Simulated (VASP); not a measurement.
# Se (P3_221) in VASP: a series of runs

The runs below take Se through single point, with PBE.

Everything below comes from runs of VASP 6.6.1. Logs are shortened: lines on timing, memory, paths and dates and some standing lists are left out, and cuts for length are marked.

## 1. The crystal as given

It takes space group P3_221 (No. 154, trigonal). Conventional cell: a = 4.355 Å, b = 4.355 Å, c = 4.949 Å, α = 90.00°, β = 90.00°, γ = 120.00°. Around Se (site symmetry 2) lie 2 Se at 2.32 Å.

## 2. Single point, PBE

INCAR

```
SYSTEM = Se
PREC     = Accurate       ! precision mode
ENCUT    = 600            ! plane-wave cutoff, eV
EDIFF    = 1E-6           ! SCF threshold, eV
ISMEAR   = 0              ! smearing method
SIGMA    = 0.05           ! smearing width, eV
LREAL    = .FALSE.        ! projectors in reciprocal space
LASPH    = .TRUE.         ! aspherical terms in the spheres
NELM     = 100            ! most SCF steps
ALGO     = Normal         ! electronic algorithm
ISIF     = 2              ! what is computed and relaxed
LWAVE    = .FALSE.        ! write WAVECAR
LCHARG   = .FALSE.        ! write CHGCAR
GGA      = PE             ! functional
NBANDS   = 16             ! bands
ADDGRID  = .FALSE.
```

KPOINTS

```
Automatic mesh
0
G
  6 6 5
  0 0 0
```

POSCAR

```
Se
1.0
    4.3551700000      0.0000000000      0.0000000000
   -2.1775850000      3.7716878578      0.0000000000
    0.0000000000      0.0000000000      4.9494500000
Se
3
Direct
    0.7830000000      0.7830000000      0.5000000000
    0.0000000000      0.2170000000      0.8333333333
    0.2170000000      0.0000000000      0.1666666667
```

Potentials or basis: VASP PAW PBE potentials, release 64 (Se).

Launch:

```sh
> cat potpaw_PBE.64/Se/POTCAR > POTCAR
> mpirun -np 1 vasp_std > vasp.out
```

OUTCAR:

```text
SYSTEM = Se
   PREC = Accurate
   ENCUT = 600
   EDIFF = 1E-6
   ISMEAR = 0
   LREAL = .FALSE.
   LASPH = .TRUE.
   NELM = 100
   ISIF = 2
   GGA = PE

 Found     27 irreducible k-points:

 Following reciprocal coordinates:
            Coordinates               Weight
  0.000000  0.000000  0.000000      1.000000
  0.166667  0.000000  0.000000      6.000000
  0.333333  0.000000  0.000000      6.000000
  0.500000  0.000000  0.000000      3.000000
  0.166667  0.166667  0.000000      6.000000
  0.333333  0.166667  0.000000     12.000000
   k-points           NKPTS =     27   k-points in BZ     NKDIM =     27   number of bands    NBANDS=     16
   number of dos      NEDOS =    301   number of ions     NIONS =      3
   total plane-waves  NPLWV =  51840
   dimension x,y,z NGX =    36 NGY =   36 NGZ =   40
   dimension x,y,z NGXF=    72 NGYF=   72 NGZF=   80
   ions per type =               3
   NGX,Y,Z   is equivalent  to a cutoff of  13.74, 13.74, 13.44 a.u.
   NGXF,Y,Z  is equivalent  to a cutoff of  27.48, 27.48, 26.87 a.u.
 SYSTEM =  Se
   PREC   = accura    normal or accurate (medium, high low for compatibility)
   ISTART =      0    job   : 0-new  1-cont  2-samecut
   ICHARG =      2    charge: 1-file 2-atom 10-const
   ISPIN  =      1    spin polarized calculation?
   LNONCOLLINEAR =      F non collinear calculations
   LSORBIT =      F    spin-orbit coupling
   LASPH  =      T    aspherical Exc in radial PAW
   ENCUT  =  600.0 eV  44.10 Ry    6.64 a.u.   8.70  8.70  9.89*2*pi/ulx,y,z
   NELM   =    100;   NELMIN=  2; NELMDL= -5     # of ELM steps
   EDIFF  = 0.1E-05   stopping-criterion for ELM
[... 18 lines left out ...]
     AMIX     =   0.40;   BMIX     =  1.00
     AMIX_MAG =   1.60;   BMIX_MAG =  1.00
  volume/ion in A,a.u.               =      27.10       182.88
  Fermi-wavevector in a.u.,A,eV,Ry     =   0.990375  1.871538 13.345178  0.980843
  Thomas-Fermi vector in A             =   2.122041
   LORBIT       =      0    0 simple, 1 ext, 2 COOP (PROOUT), +10 PAW based schemes
   GGA     = PE    functional components
[... 5 lines left out ...]
 non-spin polarized calculation
 Gauss-broadening in eV      SIGMA  =   0.05
  energy-cutoff  :      600.00
  volume of cell :       81.30
 maximum number of plane-waves:      2738
 NGX is ok and might be reduce to    36
   NGX = 17   NGY = 17   NGZ = 19

 number of electron      17.9999999 magnetization

 Free energy of the ion-electron system (eV)
  ---------------------------------------------------
  ext. energy  EPLUGINS =         0.00000000
  ---------------------------------------------------
  free energy    TOTEN  =       -10.37122545 eV

  energy without entropy =      -10.37122545  energy(sigma->0) =      -10.37122545

 E-fermi :   2.9017     XC(G=0):  -8.8322

 val. band max:        2.6514599631   @ k =   0.3333   0.1667   0.4000
 cond. band min:       4.0928207801   @ k =   0.3333   0.3333   0.4000
 fundamental gap:      1.4413608170
 Fermi energy:         2.9016703827

 k-point     1 :       0.0000    0.0000    0.0000
  band No.  band energies     occupation
      1     -13.3915      2.00000
      2      -9.0794      2.00000
      3      -9.0794      2.00000
      4      -1.2332      2.00000
      5      -1.2332      2.00000
      6      -1.0293      2.00000
      7       0.5686      2.00000
      8       0.5686      2.00000
      9       2.3493      2.00000
     10       4.8146      0.00000
     11       4.8146      0.00000
     12       5.2085      0.00000
     13       8.7779      0.00000
     14       9.1486      0.00000
     15       9.1486      0.00000
     16      11.1151      0.00000

 k-point     2 :       0.1667    0.0000    0.0000
  band No.  band energies     occupation
      1     -13.2954      2.00000
      2      -9.1650      2.00000
      3      -9.0646      2.00000
      4      -1.9235      2.00000
      5      -1.5324      2.00000
      6      -0.8325      2.00000
      7       0.5793      2.00000
      8       0.9335      2.00000
      9       2.1223      2.00000
     10       4.7556      0.00000
     11       4.8343      0.00000
     12       5.5020      0.00000
     13       8.7104      0.00000
     14       9.0577      0.00000
     15      10.0412      0.00000
     16      11.0871      0.00000

 k-point     3 :       0.3333    0.0000    0.0000
  band No.  band energies     occupation
      1     -13.0814      2.00000
      2      -9.3791      2.00000
      3      -9.0341      2.00000
      4      -2.4842      2.00000
      5      -1.9229      2.00000
      6      -0.8378      2.00000
      7       0.3157      2.00000
      8       0.8653      2.00000
      9       1.7961      2.00000
     10       4.8397      0.00000
     11       5.1915      0.00000
     12       6.3577      0.00000
     13       8.4533      0.00000
     14       9.3471      0.00000
     15      11.2723      0.00000
     16      12.1135      0.00000

 k-point     4 :       0.5000    0.0000    0.0000
  band No.  band energies     occupation
      1     -12.9601      2.00000
      2      -9.5108      2.00000
      3      -9.0185      2.00000
      4      -2.6271      2.00000
      5      -2.0827      2.00000
      6      -0.6968      2.00000
      7      -0.1983      2.00000
      8       0.8006      2.00000
      9       1.6969      2.00000
     10       4.8354      0.00000
     11       5.3714      0.00000
     12       7.0881      0.00000
     13       8.1456      0.00000
     14      10.3563      0.00000
     15      12.4046      0.00000
     16      12.4678      0.00000

 k-point     5 :       0.1667    0.1667    0.0000
  band No.  band energies     occupation
      1     -13.1386      2.00000
      2      -9.2874      2.00000
      3      -9.0754      2.00000
      4      -2.3086      2.00000
      5      -1.9900      2.00000
      6      -0.6868      2.00000
      7       0.4012      2.00000
      8       0.9276      2.00000
      9       1.7221      2.00000
     10       4.9867      0.00000
     11       5.2198      0.00000
     12       5.9298      0.00000
     13       8.5151      0.00000
     14       9.2948      0.00000
     15      10.7904      0.00000
     16      11.4839      0.00000

 k-point     6 :       0.3333    0.1667    0.0000
  band No.  band energies     occupation
      1     -12.9625      2.00000
      2      -9.4258      2.00000
      3      -9.1087      2.00000
      4      -2.5374      2.00000
      5      -2.2239      2.00000
      6      -0.5553      2.00000
      7      -0.0145      2.00000
      8       0.5841      2.00000
      9       1.4139      2.00000
     10       5.1851      0.00000
     11       5.7919      0.00000
     12       6.6773      0.00000
     13       8.5193      0.00000
     14       9.7948      0.00000
     15      11.7845      0.00000
     16      12.2546      0.00000

 [... further k-points ...]

------------------------ aborting loop because EDIFF is reached ----------------------------------------

  FORCE on cell =-STRESS in cart. coord.  units (eV):
  Direction    XX          YY          ZZ          XY          YZ          ZX
  --------------------------------------------------------------------------------------
  -------------------------------------------------------------------------------------
  Total        2.4144077      2.4144077      3.8552693     -0.0000000     -0.0000000      0.0000000
  in kB       47.5798848     47.5798848     75.9744397     -0.0000000     -0.0000000      0.0000000
  external PRESSURE =      57.0447364 kB  Pullay stress =       0.0000000 kB

 VOLUME and BASIS-vectors are now :
 -----------------------------------------------------------------------------
  energy-cutoff  :      600.00
  volume of cell :       81.30
      direct lattice vectors                 reciprocal lattice vectors
     4.355170000  0.000000000  0.000000000     0.229612162  0.132566644  0.000000000
    -2.177585000  3.771687858  0.000000000     0.000000000  0.265133287  0.000000000
     0.000000000  0.000000000  4.949450000     0.000000000  0.000000000  0.202042651

 POSITION                                       TOTAL-FORCE (eV/Angst)
 -----------------------------------------------------------------------------------
      1.70505      2.95323      2.47472        -0.593325     -1.027669     -0.000000
     -0.47254      0.81846      4.12454        -0.593325      1.027669     -0.000000
      0.94507      0.00000      0.82491         1.186650      0.000000      0.000000
 -----------------------------------------------------------------------------------
    total drift:                                0.000000      0.000001      0.000000

  FREE ENERGIE OF THE ION-ELECTRON SYSTEM (eV)
  ---------------------------------------------------
  free  energy   TOTEN  =       -10.3712254491 eV

  energy  without entropy=      -10.3712254491  energy(sigma->0) =      -10.37122545
```

Run time: 15 s. Hardware: 1 thread of Intel Xeon 6975P-C (Granite Rapids), shared host; peak memory 0.22 GiB.

These settings aren't checked as converged: the numbers below hold their error.

What came out:

| Property | Result |
| --- | --- |
| Free energy | -10.3712 eV |
| Pressure | 5.7 GPa |
| Largest force | 1.187 eV/Å |
| Band gap on the k mesh | 1.44 eV, indirect (least direct gap 1.46 eV) |

Caveat: an odd mesh through Γ misses points on the zone boundary, where band edges often lie; forces of over 1 eV/Å show positions far from the minimum, so gaps and moduli don't describe the material at rest.

## 3. Single point, PBE

INCAR, as its differences from that of step 2:

```diff
@@ -2,3 +2,3 @@
 PREC     = Accurate       ! precision mode
-ENCUT    = 600            ! plane-wave cutoff, eV
+ENCUT    = 300            ! plane-wave cutoff, eV
 EDIFF    = 1E-6           ! SCF threshold, eV
```

KPOINTS

```
Automatic mesh
0
G
  9 9 7
  0 0 0
```

POSCAR is that of step 2.

Potentials or basis: VASP PAW PBE potentials, release 64 (Se).

Launch:

```sh
> cat potpaw_PBE.64/Se/POTCAR > POTCAR
> mpirun -np 1 vasp_std > vasp.out
```

OUTCAR:

```text
SYSTEM = Se
   PREC = Accurate
   ENCUT = 300
   EDIFF = 1E-6
   ISMEAR = 0
   LREAL = .FALSE.
   LASPH = .TRUE.
   NELM = 100
   ISIF = 2
   GGA = PE

 Found     69 irreducible k-points:

 Following reciprocal coordinates:
            Coordinates               Weight
  0.000000  0.000000  0.000000      1.000000
  0.111111  0.000000  0.000000      6.000000
  0.222222  0.000000  0.000000      6.000000
  0.333333  0.000000  0.000000      6.000000
  0.444444  0.000000  0.000000      6.000000
  0.111111  0.111111  0.000000      6.000000
   k-points           NKPTS =     69   k-points in BZ     NKDIM =     69   number of bands    NBANDS=     16
   number of dos      NEDOS =    301   number of ions     NIONS =      3
   total plane-waves  NPLWV =  21952
   dimension x,y,z NGX =    28 NGY =   28 NGZ =   28
   dimension x,y,z NGXF=    56 NGYF=   56 NGZF=   56
   ions per type =               3
   NGX,Y,Z   is equivalent  to a cutoff of  10.69, 10.69,  9.40 a.u.
   NGXF,Y,Z  is equivalent  to a cutoff of  21.38, 21.38, 18.81 a.u.
 SYSTEM =  Se
   PREC   = accura    normal or accurate (medium, high low for compatibility)
   ISTART =      0    job   : 0-new  1-cont  2-samecut
   ICHARG =      2    charge: 1-file 2-atom 10-const
   ISPIN  =      1    spin polarized calculation?
   LNONCOLLINEAR =      F non collinear calculations
   LSORBIT =      F    spin-orbit coupling
   LASPH  =      T    aspherical Exc in radial PAW
   ENCUT  =  300.0 eV  22.05 Ry    4.70 a.u.   6.15  6.15  6.99*2*pi/ulx,y,z
   NELM   =    100;   NELMIN=  2; NELMDL= -5     # of ELM steps
   EDIFF  = 0.1E-05   stopping-criterion for ELM
[... 18 lines left out ...]
     AMIX     =   0.40;   BMIX     =  1.00
     AMIX_MAG =   1.60;   BMIX_MAG =  1.00
  volume/ion in A,a.u.               =      27.10       182.88
  Fermi-wavevector in a.u.,A,eV,Ry     =   0.990375  1.871538 13.345178  0.980843
  Thomas-Fermi vector in A             =   2.122041
   LORBIT       =      0    0 simple, 1 ext, 2 COOP (PROOUT), +10 PAW based schemes
   GGA     = PE    functional components
[... 5 lines left out ...]
 non-spin polarized calculation
 Gauss-broadening in eV      SIGMA  =   0.05
  energy-cutoff  :      300.00
  volume of cell :       81.30
 maximum number of plane-waves:       973
 NGX is ok and might be reduce to    28
   NGX = 13   NGY = 13   NGZ = 13

 number of electron      17.9999998 magnetization

 Free energy of the ion-electron system (eV)
  ---------------------------------------------------
  ext. energy  EPLUGINS =         0.00000000
  ---------------------------------------------------
  free energy    TOTEN  =       -10.36905000 eV

  energy without entropy =      -10.36905000  energy(sigma->0) =      -10.36905000

 E-fermi :   3.0060     XC(G=0):  -8.8323

 val. band max:        2.7356099232   @ k =   0.4444   0.0000   0.4286
 cond. band min:       3.9333624069   @ k =   0.3333   0.3333   0.4286
 fundamental gap:      1.1977524837
 Fermi energy:         3.0060490318

 k-point     1 :       0.0000    0.0000    0.0000
  band No.  band energies     occupation
      1     -13.3912      2.00000
      2      -9.0790      2.00000
      3      -9.0790      2.00000
      4      -1.2329      2.00000
      5      -1.2329      2.00000
      6      -1.0290      2.00000
[... 8 lines left out ...]
     15       9.1492      0.00000
     16      11.1161      0.00000

 k-point     2 :       0.1111    0.0000    0.0000
  band No.  band energies     occupation
      1     -13.3470      2.00000
      2      -9.1174      2.00000
      3      -9.0721      2.00000
      4      -1.6539      2.00000
      5      -1.3904      2.00000
      6      -0.8616      2.00000
[... 8 lines left out ...]
     15       9.6210      0.00000
     16      11.0541      0.00000

 k-point     3 :       0.2222    0.0000    0.0000
  band No.  band energies     occupation
      1     -13.2288      2.00000
      2      -9.2278      2.00000
      3      -9.0543      2.00000
      4      -2.1610      2.00000
      5      -1.6767      2.00000
      6      -0.8351      2.00000
[... 8 lines left out ...]
     15      10.4702      0.00000
     16      11.3006      0.00000

 k-point     4 :       0.3333    0.0000    0.0000
  band No.  band energies     occupation
      1     -13.0811      2.00000
      2      -9.3786      2.00000
      3      -9.0337      2.00000
      4      -2.4840      2.00000
      5      -1.9226      2.00000
      6      -0.8375      2.00000
[... 8 lines left out ...]
     15      11.2731      0.00000
     16      12.1148      0.00000

 k-point     5 :       0.4444    0.0000    0.0000
  band No.  band energies     occupation
      1     -12.9750      2.00000
      2      -9.4935      2.00000
      3      -9.0199      2.00000
      4      -2.6133      2.00000
      5      -2.0636      2.00000
      6      -0.7367      2.00000
[... 8 lines left out ...]
     15      12.1194      0.00000
     16      12.6957      0.00000

 k-point     6 :       0.1111    0.1111    0.0000
  band No.  band energies     occupation
      1     -13.2656      2.00000
      2      -9.1852      2.00000
      3      -9.0670      2.00000
      4      -2.0067      2.00000
      5      -1.6715      2.00000
      6      -0.7679      2.00000
[... 8 lines left out ...]
     15      10.2097      0.00000
     16      11.0102      0.00000

 [... further k-points ...]

------------------------ aborting loop because EDIFF is reached ----------------------------------------

  FORCE on cell =-STRESS in cart. coord.  units (eV):
  Direction    XX          YY          ZZ          XY          YZ          ZX
  --------------------------------------------------------------------------------------
  -------------------------------------------------------------------------------------
  Total        2.4052921      2.4052921      3.8637768      0.0000000     -0.0000000      0.0000000
  in kB       47.4002473     47.4002473     76.1420938      0.0000000     -0.0000000      0.0000000
  external PRESSURE =      56.9808628 kB  Pullay stress =       0.0000000 kB

 VOLUME and BASIS-vectors are now :
 -----------------------------------------------------------------------------
  energy-cutoff  :      300.00
  volume of cell :       81.30
      direct lattice vectors                 reciprocal lattice vectors
     4.355170000  0.000000000  0.000000000     0.229612162  0.132566644  0.000000000
    -2.177585000  3.771687858  0.000000000     0.000000000  0.265133287  0.000000000
     0.000000000  0.000000000  4.949450000     0.000000000  0.000000000  0.202042651

 POSITION                                       TOTAL-FORCE (eV/Angst)
 -----------------------------------------------------------------------------------
      1.70505      2.95323      2.47472        -0.595246     -1.030996     -0.000000
     -0.47254      0.81846      4.12454        -0.595246      1.030996      0.000000
      0.94507      0.00000      0.82491         1.190491      0.000000     -0.000000
 -----------------------------------------------------------------------------------
    total drift:                                0.000004      0.000008      0.000000

  FREE ENERGIE OF THE ION-ELECTRON SYSTEM (eV)
  ---------------------------------------------------
  free  energy   TOTEN  =       -10.3690500011 eV

  energy  without entropy=      -10.3690500011  energy(sigma->0) =      -10.36905000
```

It took 16 s on 1 thread of Intel Xeon 6975P-C (Granite Rapids), shared host; peak memory 0.16 GiB.

These settings aren't checked as converged: the numbers below hold their error.

What came out:

```
Free energy            : -10.3691 eV
Pressure               : 5.7 GPa
Largest force          : 1.190 eV/Å
Band gap on the k mesh : 1.20 eV, indirect (least direct gap 1.29 eV)
```

Caveat: an odd mesh through Γ misses points on the zone boundary, where band edges often lie; forces of over 1 eV/Å show positions far from the minimum, so gaps and moduli don't describe the material at rest.

## 4. Single point, PBE

INCAR, as its differences from that of step 3:

```diff
@@ -2,3 +2,3 @@
 PREC     = Accurate       ! precision mode
-ENCUT    = 300            ! plane-wave cutoff, eV
+ENCUT    = 500            ! plane-wave cutoff, eV
 EDIFF    = 1E-6           ! SCF threshold, eV
```

KPOINTS

```
Automatic mesh
0
G
  7 7 6
  0 0 0
```

POSCAR is that of step 3.

Launch:

```sh
> cat potpaw_PBE.64/Se/POTCAR > POTCAR
> mpirun -np 1 vasp_std > vasp.out
```

Wall time 14 s (1 thread of Intel Xeon 6975P-C (Granite Rapids), shared host); peak memory 0.19 GiB.

These settings aren't checked as converged: the numbers below hold their error.

What came out:

- Free energy: -10.3709 eV
- Pressure: 5.7 GPa
- Largest force: 1.188 eV/Å
- Band gap on the k mesh: 1.16 eV, indirect (least direct gap 1.38 eV)

Caveat: an odd mesh through Γ misses points on the zone boundary, where band edges often lie; forces of over 1 eV/Å show positions far from the minimum, so gaps and moduli don't describe the material at rest.

## 5. For comparison

An earlier run on the cell as given: functional PBE; potentials or basis VASP PAW PBE potentials, release 64 (Se); cutoff 520 eV; k mesh 7 × 7 × 6; occupations fermi-dirac, width 0.05 eV; no spin polarisation.

* Pressure: 5.7 GPa
* Largest force: 1.188 eV/Å
* Band gap on the k mesh: 1.16 eV, indirect (least direct gap 1.38 eV)
